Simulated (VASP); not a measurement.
Given:

```xyz
2
Lattice="0.0000 2.4417 2.4417 2.4417 0.0000 2.4417 2.4417 2.4417 0.0000" Properties=species:S:1:pos:R:3 pbc="T T T"
In     0.0000     0.0000     0.0000
N      1.2209     1.2209     1.2209
```

Method: PBEsol GGA, VASP's PBE PAW potentials (set 64) (plane waves; VASP 6.6.1). Settings: 620 eV cut-off, 13×13×13 Γ-centred mesh, first-order Methfessel-Paxton smearing of 0.10 eV, potentials In_d N.

Energy and stress use the plane-wave basis of the starting cell.

The ions, cell shape and volume at an external pressure of 20.0 GPa are relaxed. Predict the relaxed structure.

```xyz
2
Lattice="0.0000 2.4012 2.4012 2.4012 0.0000 2.4012 2.4012 2.4012 0.0000" Properties=species:S:1:pos:R:3 pbc="T T T"
In     2.4012     0.0000     2.4012
N      1.2006     1.2006     1.2006
```
Space group F-43m (216), at a tolerance of 0.03 Å.

How do energy and volume change from the first to the last step?

The energy (σ→0) changes by +65.7 meV/atom and the volume by -4.9 %, in 4 ionic steps.

The structure was generated: InN was put into the zinc blende type (F-43m), which need not be its known phase. This run relaxes it under an external pressure of 20 GPa. Symmetry was kept, so distortions that lower it aren't found.
